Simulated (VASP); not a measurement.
# Si (Fd-3m) in VASP: further runs

Aim: see how the results for Si move with the level of theory and the settings. Levels: B3LYP, PBE. Tasks: relaxation of cell and atoms, single point.

Program: VASP 6.6.1. These are calculated values, not measurements. Logs are shortened: lines on timing, memory, paths and dates and some standing lists are left out, and cuts for length are marked.

## 1. The crystal as given

The structure is cubic, space group Fd-3m (No. 227). Conventional cell: a = 5.444 Å, b = 5.444 Å, c = 5.444 Å, α = 90.00°, β = 90.00°, γ = 90.00°. Si (site symmetry -43m) has 4 Si at 2.36 Å as nearest neighbours.

## 2. Relaxation of cell and atoms, B3LYP

POSCAR

```
Si
1.0
    0.0000000000      2.7218511865      2.7218511865
    2.7218511865      0.0000000000      2.7218511865
    2.7218511865      2.7218511865      0.0000000000
Si
2
Direct
    0.5000000000      0.5000000000      0.5000000000
    0.7500000000      0.7500000000      0.7500000000
```

INCAR.step1

```
SYSTEM = Si
PREC = Accurate ; ENCUT = 600
EDIFF = 1E-5 ; ISMEAR = -1
SIGMA = 0.05 ; LREAL = .False.
LASPH = .True. ; NELM = 100
ALGO = Normal ; LWAVE = .True.
LCHARG = .False. ; GGA = PE
```

INCAR.step2

```
SYSTEM = Si
PREC = Accurate ; ENCUT = 600
EDIFF = 1E-6 ; ISMEAR = -1
SIGMA = 0.05 ; LREAL = .False.
LASPH = .True. ; NELM = 100
ALGO = Normal ; ISIF = 3
LWAVE = .False. ; LCHARG = .False.
GGA = B3 ; LHFCALC = .True.
AEXX = 0.2 ; AGGAX = 0.72
AGGAC = 0.81 ; ALDAC = 0.19
PRECFOCK = Normal ; HFRCUT = -1
IBRION = 2 ; NSW = 60
EDIFFG = -0.01 ; ISTART = 1
```

KPOINTS

```
Automatic mesh
0
Gamma
  4 4 4
  0 0 0
```

Potentials or basis: VASP PAW PBE potentials, release 64 (Si).

On the command line:

```console
$ cat potpaw_PBE.64/Si/POTCAR > POTCAR
$ cp INCAR.step1 INCAR
$ mpirun -np 1 vasp_std > vasp.out
$ cp INCAR.step2 INCAR
$ mpirun -np 1 vasp_std > vasp.out
```

OUTCAR:

```text
SYSTEM = Si
   PREC = Accurate
   ENCUT = 600
   EDIFF = 1E-6
   ISMEAR = -1
   LREAL = .False.
   LASPH = .True.
   NELM = 100
   ISIF = 3
   GGA = B3
   LHFCALC = .True.
   AEXX = 0.2
   PRECFOCK = Normal
   IBRION = 2
   NSW = 60
   EDIFFG = -0.01
   ISTART = 1

 ion  position               nearest neighbor table
   1  0.500  0.500  0.500-   2 2.36   2 2.36   2 2.36   2 2.36
   2  0.750  0.750  0.750-   1 2.36   1 2.36   1 2.36   1 2.36

  LATTYP: Found a face centered cubic cell.
 ALAT       =     5.4437023730

  Lattice vectors:

 A1 = (   0.0000000000,   2.7218511865,   2.7218511865)
 A2 = (   2.7218511865,   0.0000000000,   2.7218511865)
 A3 = (   2.7218511865,   2.7218511865,   0.0000000000)

Analysis of symmetry for initial positions (statically):
=====================================================================
 Subroutine PRICEL returns:
 Original cell was already a primitive cell.

 Routine SETGRP: Setting up the symmetry group for a
 face centered cubic supercell.

 Subroutine GETGRP returns: Found 48 space group operations
 (whereof 24 operations were pure point group operations)
 out of a pool of 48 trial point group operations.

The static configuration has the point symmetry T_d .
 The point group associated with its full space group is O_h .

Analysis of symmetry for dynamics (positions and initial velocities):
=====================================================================
 Subroutine PRICEL returns:
 Original cell was already a primitive cell.

 Routine SETGRP: Setting up the symmetry group for a
 face centered cubic supercell.

 Subroutine GETGRP returns: Found 48 space group operations
 (whereof 24 operations were pure point group operations)
 out of a pool of 48 trial point group operations.

The dynamic configuration has the point symmetry T_d .
 The point group associated with its full space group is O_h .

 Subroutine INISYM returns: Found 48 space group operations
 (whereof 24 operations are pure point group operations),
 and found     1 'primitive' translations

----------------------------------------------------------------------------------------

                                     Primitive cell

  volume of cell :      40.3295

  direct lattice vectors                    reciprocal lattice vectors
     0.000000000  2.721851186  2.721851186    -0.183698507  0.183698507  0.183698507
     2.721851186  0.000000000  2.721851186     0.183698507 -0.183698507  0.183698507
     2.721851186  2.721851186  0.000000000     0.183698507  0.183698507 -0.183698507

  length of vectors
     3.849278863  3.849278863  3.849278863     0.318175148  0.318175148  0.318175148

  position of ions in fractional coordinates (direct lattice)
     0.500000000  0.500000000  0.500000000
     0.750000000  0.750000000  0.750000000

  ion indices of the primitive-cell ions
   primitive index   ion index
                 1           1
                 2           2

----------------------------------------------------------------------------------------

 KPOINTS: Automatic mesh

Automatic generation of k-mesh.
 Grid dimensions read from file:
 generate k-points for:    4    4    4

 Generating k-lattice:

  Cartesian coordinates                     Fractional coordinates (reciprocal lattice)
    -0.045924627  0.045924627  0.045924627     0.250000000  0.000000000  0.000000000
     0.045924627 -0.045924627  0.045924627     0.000000000  0.250000000  0.000000000
     0.045924627  0.045924627 -0.045924627     0.000000000  0.000000000  0.250000000

  Length of vectors
     0.079543787  0.079543787  0.079543787

  Shift w.r.t. Gamma in fractional coordinates (k-lattice)
     0.000000000  0.000000000  0.000000000

 Subroutine IBZKPT returns following result:
 ===========================================

 Found      8 irreducible k-points:

 Following reciprocal coordinates:
            Coordinates               Weight
  0.000000  0.000000  0.000000      1.000000
  0.250000  0.000000  0.000000      8.000000
  0.500000  0.000000  0.000000      4.000000
  0.250000  0.250000  0.000000      6.000000
  0.500000  0.250000  0.000000     24.000000
 -0.250000  0.250000  0.000000     12.000000
  0.500000  0.500000  0.000000      3.000000
 -0.250000  0.500000  0.250000      6.000000
   k-points           NKPTS =      8   k-points in BZ     NKDIM =     64   number of bands    NBANDS=      8
   number of dos      NEDOS =    301   number of ions     NIONS =      2
   total plane-waves  NPLWV =  32768
   dimension x,y,z NGX =    32 NGY =   32 NGZ =   32
   dimension x,y,z NGXF=    64 NGYF=   64 NGZF=   64
   ions per type =               2
   NGX,Y,Z   is equivalent  to a cutoff of  13.82, 13.82, 13.82 a.u.
   NGXF,Y,Z  is equivalent  to a cutoff of  27.64, 27.64, 27.64 a.u.
 SYSTEM =  Si
   PREC   = accura    normal or accurate (medium, high low for compatibility)
   ISTART =      1    job   : 0-new  1-cont  2-samecut
   ICHARG =      0    charge: 1-file 2-atom 10-const
   ISPIN  =      1    spin polarized calculation?
   LNONCOLLINEAR =      F non collinear calculations
   LSORBIT =      F    spin-orbit coupling
   LASPH  =      T    aspherical Exc in radial PAW
   ENCUT  =  600.0 eV  44.10 Ry    6.64 a.u.   7.69  7.69  7.69*2*pi/ulx,y,z
   NELM   =    100;   NELMIN=  2; NELMDL=  0     # of ELM steps
   EDIFF  = 0.1E-05   stopping-criterion for ELM
   LREAL  =      F    real-space projection
   EDIFFG = -.1E-01   stopping-criterion for IOM
   NSW    =     60    number of steps for IOM
   IBRION =      2    ionic relax: 0-MD 1-quasi-New 2-CG
   NFREE  =      1    steps in history (QN), initial steepest desc. (CG)
   ISIF   =      3    stress and relaxation
   ISYM   =      3    0-nonsym 1-usesym 2-fastsym
   POTIM  = 0.5000    time-step for ionic-motion
   TEBEG  =    0.0;   TEEND  =   0.0 temperature during run
   PSTRESS=    0.0 pullay stress
   NELECT =       8.0000    total number of electrons
   NUPDOWN=      -1.0000    fix difference up-down
   EMIN   =  10.00;   EMAX   =-10.00  energy-range for DOS
   EFERMI =   0.00;   METHOD = LEGACY
   ISMEAR =    -1;   SIGMA  =   0.05  broadening in eV -4-tet -1-fermi 0-gaus
   EFERMI_NEDOS =   21; number of points for ismear=-14 and -15
   IALGO  =     38    algorithm
   IMIX   =      1    mixing-type and parameters
     AMIX     =   0.40;   BMIX     =  1.00
     AMIX_MAG =   1.60;   BMIX_MAG =  1.00
  volume/ion in A,a.u.               =      20.16       136.08
  Fermi-wavevector in a.u.,A,eV,Ry     =   0.954766  1.804247 12.402783  0.911579
  Thomas-Fermi vector in A             =   2.083543
   LORBIT       =      0    0 simple, 1 ext, 2 COOP (PROOUT), +10 PAW based schemes
   GGA     = B3    functional components
   LHFCALC =     T    Hartree Fock is set to
   PRECFOCK=normal    Normal, Fast or Accurate (Low or Medium for compatibility)
   ENCUT4O =  -1.0   cutoff for four orbital integrals eV
   NKREDX  =     1    reduce k-point grid by
   NKREDY  =     1    reduce k-point grid by
   NKREDZ  =     1    reduce k-point grid by
   AEXX    =    0.2000 exact exchange contribution
   HFSCREEN=    0.0000 screening length (either q_TF or 0.3 A-1)
   HFSCREENC=   0.0000 screening length for correlation (either q_TF or 0.3 A-1)
   ENCUTFOCK=  -1.0 apply spherical cutoff to Coloumb kernel
   IVDW    =     0    specifies the selected vdW correction
   LEPSILON=     F    determine dielectric tensor
   LRPA    =     F    only Hartree local field effects (RPA)
 conjugate gradient relaxation of ions
 non-spin polarized calculation
  energy-cutoff  :      600.00
  volume of cell :       40.33
 maximum number of plane-waves:      1363
 NGX is ok and might be reduce to    32
  NGX = 24; NGY = 24; NGZ = 24

--------------------------------------- Ionic step        1  -------------------------------------------

 number of electron       8.0000000 magnetization

 Free energy of the ion-electron system (eV)
  ---------------------------------------------------
  ext. energy  EPLUGINS =         0.00000000
  ---------------------------------------------------
  free energy    TOTEN  =       -11.69696453 eV

  energy without entropy =      -11.69696453  energy(sigma->0) =      -11.69696453

------------------------ aborting loop because EDIFF is reached ----------------------------------------

  FORCE on cell =-STRESS in cart. coord.  units (eV):
  Direction    XX          YY          ZZ          XY          YZ          ZX
  --------------------------------------------------------------------------------------
  -------------------------------------------------------------------------------------
  Total        0.6409013      0.6409013      0.6409013      0.0000000      0.0000000     -0.0000000
  in kB       25.4611853     25.4611853     25.4611853      0.0000000      0.0000000     -0.0000000
  external PRESSURE =      25.4611853 kB  Pullay stress =       0.0000000 kB
[... 57 lines left out ...]
  energy  without entropy=      -11.7008936923  energy(sigma->0) =      -11.70089369

--------------------------------------- Ionic step        3  -------------------------------------------

 number of electron       8.0000000 magnetization

 Free energy of the ion-electron system (eV)
  ---------------------------------------------------
  ext. energy  EPLUGINS =         0.00000000
  ---------------------------------------------------
  free energy    TOTEN  =       -11.70530299 eV

  energy without entropy =      -11.70530299  energy(sigma->0) =      -11.70530299

 E-fermi :   6.1492     XC(G=0):  -7.2824

 val. band max:        5.1298978928   @ k =   0.0000   0.0000   0.0000
 cond. band min:       7.1886789852   @ k =   0.5000   0.5000   0.0000
 fundamental gap:      2.0587810924
 Fermi energy:         6.1492035313

 k-point     1 :       0.0000    0.0000    0.0000
  band No.  band energies     occupation
      1      -7.6408      2.00000
      2       5.1299      2.00000
      3       5.1299      2.00000
      4       5.1299      2.00000
      5       9.0115      0.00000
      6       9.0115      0.00000
      7       9.0115      0.00000
      8       9.4252      0.00000
[... 104 lines left out ...]
  FREE ENERGIE OF THE ION-ELECTRON SYSTEM (eV)
  ---------------------------------------------------
  free  energy   TOTEN  =       -11.7053029853 eV

  energy  without entropy=      -11.7053029850  energy(sigma->0) =      -11.70530299

 reached required accuracy - stopping structural energy minimisation
```

It took 2.5 min on 1 thread of Intel Xeon Platinum 8559C (Emerald Rapids), shared host; peak memory 0.17 GiB.

Results:

| Quantity | Value |
| --- | --- |
| Free energy | -11.7053 eV |
| Relaxed volume | 20.70 Å³/atom |
| Relaxed cell | a = 3.883 Å, b = 3.883 Å, c = 3.883 Å, α = 60.00°, β = 60.00°, γ = 60.00° |
| Space group after relaxing (to 0.05 Å) | Fd-3m (No. 227) |
| Energy gained by relaxing | 4.2 meV/atom |
| Ionic steps | 3 |
| Pressure after relaxing | 0.0 GPa |
| Band gap on the k mesh | 2.06 eV, indirect (least direct gap 3.88 eV) |

The path:
```csv
step,energy change (eV),largest force (eV/Å),pressure (GPa),volume (Å³)
1,0.0000,0.0000,2.55,40.33
2,-0.0039,0.0000,-1.69,42.23
3,-0.0083,0.0000,-0.01,41.41
```

Final structure:
```yaml
crystal:
  lattice:
    - [0.00000, 2.74593, 2.74593]
    - [2.74593, 0.00000, 2.74593]
    - [2.74593, 2.74593, 0.00000]
  atoms:
    - { symbol: Si, position: [0.50000, 0.50000, 0.50000] }
    - { symbol: Si, position: [0.75000, 0.75000, 0.75000] }
```

Caveat: the k mesh is coarse (spacing up to 0.50 Å⁻¹), so the values aren't converged, least of all with exact exchange; the PAW data sets were made with another functional, which shifts forces and pressure a little.

## 3. Single point, PBE

INCAR

```
SYSTEM = Si
ALGO = Normal
EDIFF = 1E-6
ENCUT = 520
GGA = PE
ISIF = 2
ISMEAR = 0
LASPH = .TRUE.
LCHARG = .FALSE.
LREAL = .FALSE.
LWAVE = .FALSE.
NELM = 100
PREC = Accurate
SIGMA = 0.03
```

KPOINTS

```
k-points
0
G
  3 3 3
  0 0 0
```

POSCAR is that of step 2.

Potentials or basis: VASP PAW PBE potentials, release 64 (Si).

On the command line:

```console
$ cat potpaw_PBE.64/Si/POTCAR > POTCAR
$ mpirun -np 1 vasp_std > vasp.out
```

Wall time 2 s (1 thread of Intel Xeon 6975P-C (Granite Rapids), shared host); peak memory 0.14 GiB.

The run converged. Its results:

```
Free energy            : -10.2334 eV
Pressure               : 3.2 GPa
Band gap on the k mesh : 0.70 eV, indirect (least direct gap 2.52 eV)
```

Levels at points of the mesh, in eV from the valence-band top:
```csv
k point,band 2,band 3,band 4,band 5,band 6,band 7
"(0.00, 0.00, 0.00)",0.00,0.00,0.00,2.52,2.52,2.52
```

Caveat: the k mesh is coarse (spacing up to 0.67 Å⁻¹), so the values aren't converged; an odd mesh through Γ misses points on the zone boundary, where band edges often lie.

## 4. Single point, PBE

INCAR

```
  PREC = Accurate
  ENCUT = 450
  EDIFF = 1E-7
  ISMEAR = 0
  SIGMA = 0.02
  LREAL = F
  LASPH = T
  NELM = 80
  ALGO = Normal
  ISIF = 2
  LWAVE = F
  LCHARG = F
  GGA = PE
```

KPOINTS

```
Automatic mesh
0
Gamma
  4 4 4
```

POSCAR is that of step 3.

Potentials or basis: VASP PAW PBE potentials, release 64 (Si_GW).

On the command line:

```console
$ cat potpaw_PBE.64/Si_GW/POTCAR > POTCAR
$ mpirun -np 1 vasp_std > vasp.out
```

OUTCAR:

```text
PREC = Accurate
   ENCUT = 450
   EDIFF = 1E-7
   ISMEAR = 0
   LREAL = F
   LASPH = T
   NELM = 80
   ISIF = 2
   GGA = PE

 ion  position               nearest neighbor table
   1  0.500  0.500  0.500-   2 2.36   2 2.36   2 2.36   2 2.36
   2  0.750  0.750  0.750-   1 2.36   1 2.36   1 2.36   1 2.36

  LATTYP: Found a face centered cubic cell.
 ALAT       =     5.4437023730

  Lattice vectors:

 A1 = (   0.0000000000,   2.7218511865,   2.7218511865)
[... 259 lines left out ...]
------------------------ aborting loop because EDIFF is reached ----------------------------------------

  FORCE on cell =-STRESS in cart. coord.  units (eV):
  Direction    XX          YY          ZZ          XY          YZ          ZX
  --------------------------------------------------------------------------------------
  -------------------------------------------------------------------------------------
  Total        0.4882023      0.4882023      0.4882023     -0.0000000      0.0000000     -0.0000000
  in kB       19.3948889     19.3948889     19.3948889     -0.0000000      0.0000000     -0.0000000
  external PRESSURE =      19.3948889 kB  Pullay stress =       0.0000000 kB

 VOLUME and BASIS-vectors are now :
 -----------------------------------------------------------------------------
  energy-cutoff  :      450.00
  volume of cell :       40.33
      direct lattice vectors                 reciprocal lattice vectors
     0.000000000  2.721851186  2.721851186    -0.183698507  0.183698507  0.183698507
     2.721851186  0.000000000  2.721851186     0.183698507 -0.183698507  0.183698507
     2.721851186  2.721851186  0.000000000     0.183698507  0.183698507 -0.183698507

 POSITION                                       TOTAL-FORCE (eV/Angst)
 -----------------------------------------------------------------------------------
      2.72185      2.72185      2.72185        -0.000000     -0.000000     -0.000000
      4.08278      4.08278      4.08278         0.000000      0.000000      0.000000
 -----------------------------------------------------------------------------------
    total drift:                                0.000000      0.000000     -0.000000

  FREE ENERGIE OF THE ION-ELECTRON SYSTEM (eV)
  ---------------------------------------------------
  free  energy   TOTEN  =       -10.6554445059 eV

  energy  without entropy=      -10.6554445059  energy(sigma->0) =      -10.65544451
```

stdout:

```text
POSCAR found type information on POSCAR Si
 POSCAR found :  1 types and       2 ions
 scaLAPACK will be used
 LDA part: xc-table for (Slater+PW92), standard interpolation
 POSCAR, INCAR and KPOINTS ok, starting setup
 FFT: planning ... GRIDC
 FFT: planning ... GRID_SOFT
 FFT: planning ... GRID
 WAVECAR not read
 entering main loop
```

It took 2.8 s on 1 thread of AMD EPYC 9R45 (Zen 5), shared host; peak memory 0.11 GiB.

Results:

- Free energy: -10.6554 eV
- Pressure: 1.9 GPa
- Band gap on the k mesh: 0.71 eV, indirect (least direct gap 2.54 eV)

Caveat: the k mesh is coarse (spacing up to 0.50 Å⁻¹), so the values aren't converged. PBE gaps usually lie below the measured ones, often by a third to a half.

## 5. Single point, PBE (grid = ENCUT=350 dk=0.35 cell=3x3x3 ISMEAR=0 SIGMA=0.05 LREAL=Auto EDIFF=1e-06)

INCAR

```
SYSTEM = Si
ALGO = Fast
EDIFF = 1E-6
ENCUT = 350
GGA = PE
ISIF = 2
ISMEAR = 0
LASPH = .True.
LCHARG = .False.
LREAL = Auto
LWAVE = .False.
NBANDS = 125
NELM = 120
PREC = Accurate
SIGMA = 0.05
```

KPOINTS

```
k-points
0
Gamma
  2 2 2
  0 0 0
```

POSCAR

```
Si
1.0
    0.0000000000      8.1655535595      8.1655535595
    8.1655535595      0.0000000000      8.1655535595
    8.1655535595      8.1655535595      0.0000000000
Si
54
Direct
    0.1666666667      0.1666666667      0.1666666667
    0.1666666667      0.1666666667      0.5000000000
    0.1666666667      0.1666666667      0.8333333333
    0.1666666667      0.5000000000      0.1666666667
    0.1666666667      0.5000000000      0.5000000000
    0.1666666667      0.5000000000      0.8333333333
    0.1666666667      0.8333333333      0.1666666667
    0.1666666667      0.8333333333      0.5000000000
    0.1666666667      0.8333333333      0.8333333333
    0.5000000000      0.1666666667      0.1666666667
    0.5000000000      0.1666666667      0.5000000000
    0.5000000000      0.1666666667      0.8333333333
    0.5000000000      0.5000000000      0.1666666667
    0.5000000000      0.5000000000      0.5000000000
    0.5000000000      0.5000000000      0.8333333333
    0.5000000000      0.8333333333      0.1666666667
    0.5000000000      0.8333333333      0.5000000000
    0.5000000000      0.8333333333      0.8333333333
    0.8333333333      0.1666666667      0.1666666667
    0.8333333333      0.1666666667      0.5000000000
    0.8333333333      0.1666666667      0.8333333333
    0.8333333333      0.5000000000      0.1666666667
    0.8333333333      0.5000000000      0.5000000000
    0.8333333333      0.5000000000      0.8333333333
    0.8333333333      0.8333333333      0.1666666667
    0.8333333333      0.8333333333      0.5000000000
    0.8333333333      0.8333333333      0.8333333333
    0.2500000000      0.2500000000      0.2500000000
    0.2500000000      0.2500000000      0.5833333333
    0.2500000000      0.2500000000      0.9166666667
    0.2500000000      0.5833333333      0.2500000000
    0.2500000000      0.5833333333      0.5833333333
    0.2500000000      0.5833333333      0.9166666667
    0.2500000000      0.9166666667      0.2500000000
    0.2500000000      0.9166666667      0.5833333333
    0.2500000000      0.9166666667      0.9166666667
    0.5833333333      0.2500000000      0.2500000000
    0.5833333333      0.2500000000      0.5833333333
    0.5833333333      0.2500000000      0.9166666667
    0.5833333333      0.5833333333      0.2500000000
    0.5833333333      0.5833333333      0.5833333333
    0.5833333333      0.5833333333      0.9166666667
    0.5833333333      0.9166666667      0.2500000000
    0.5833333333      0.9166666667      0.5833333333
    0.5833333333      0.9166666667      0.9166666667
    0.9166666667      0.2500000000      0.2500000000
    0.9166666667      0.2500000000      0.5833333333
    0.9166666667      0.2500000000      0.9166666667
    0.9166666667      0.5833333333      0.2500000000
    0.9166666667      0.5833333333      0.5833333333
    0.9166666667      0.5833333333      0.9166666667
    0.9166666667      0.9166666667      0.2500000000
    0.9166666667      0.9166666667      0.5833333333
    0.9166666667      0.9166666667      0.9166666667
```

Potentials or basis: VASP PAW PBE potentials, release 64 (Si).

On the command line:

```console
$ cat potpaw_PBE.64/Si/POTCAR > POTCAR
$ mpirun -np 1 vasp_std > vasp.out
```

Wall time 3.9 min (1 thread of Intel Xeon 6975P-C (Granite Rapids), shared host); peak memory 0.73 GiB.

These settings aren't checked as converged: the numbers below hold their error.

Results:

* Free energy: -292.2079 eV
* Pressure: 1.3 GPa
* Band gap on the k mesh: 0.72 eV

(Part 1 of 2 ends here.)
